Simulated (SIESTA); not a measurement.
Runs of SIESTA 5.4.2 on HfO2. It takes space group Pca2_1 (No. 29, orthorhombic). Conventional cell: a = 5.219 Å, b = 5.005 Å, c = 5.033 Å, α = 90.00°, β = 90.00°, γ = 90.00°. Hf (site symmetry 1) is surrounded by 7 O at 2.02 to 2.23 Å. O (site symmetry 1) has 3 Hf at 2.02 to 2.13 Å as nearest neighbours. O (site symmetry 1) is surrounded by 4 Hf at 2.11 to 2.23 Å. Measurements of this composition are mostly on another form, of space group No. 14.

```csv
task,level,potentials or basis,cell,k mesh,optimiser,force tolerance,gap on the mesh (eV),pressure (GPa),V0 of scaled cells (Å³/atom),B0 (GPa),largest force (eV/Å)
band structure,vdW-DF-cx,"PseudoDojo 0.4 standard (PBE files), DZP (energy shift 0.002 Ry)",as given,5 × 6 × 5,-,-,4.22,5.5,-,-,(c)
relaxation of cell and atoms,PBEsol,"PseudoDojo 0.4 standard (PBEsol files), DZP (energy shift 0.002 Ry)",relaxed,4 × 4 × 4,Broyden,0.04 eV/Å,4.18,0.0,-,-,0.01
equation of state,PBE,"SPMS 1.0 (PBE files) or PseudoDojo by element, DZP (energy shift 0.002 Ry)",as given,4 × 4 × 4,-,-,-,-,11.40,240,-
band structure,APBE,"PseudoDojo 0.4 standard (PBE files), DZP (energy shift 0.002 Ry)",as given,5 × 6 × 5,-,-,4.28,(d),-,-,(a)
equation of state,PBEGcGxLO,"PseudoDojo 0.4 standard (PBE files), DZP (energy shift 0.002 Ry)",as given,4 × 4 × 4,-,-,-,-,(b),260,-
```

Alike in all rows: no spin polarisation; smearing fermi-dirac 0.05 eV; grid cutoff 800 Ry; energy shift 0.002 Ry.

Task: Fill in the values left out.

Result: (a) 0.18; (b) 11.09; (c) 0.16; (d) 14.0.

Caveats: semicore shells carry a single zeta, which can move pressures by several GPa and volumes by a few percent; the basis of atomic orbitals isn't converged, which shifts pressures, moduli and gaps; the potentials were made for another functional, which shifts forces and pressure (some runs); spin-orbit coupling is left out, which moves the levels of the heavy elements (some runs); the cell was scaled at fixed shape and fractional positions, which overstates the stiffness of a crystal with free parameters, most of all of layers and chains (some runs); the valence orbitals were made in a potential fitted to the semicore shell under them, which widens gaps by tenths of an eV or more (some runs).

A k mesh can miss the band edges, and the runs leave out spin-orbit coupling on Hf.
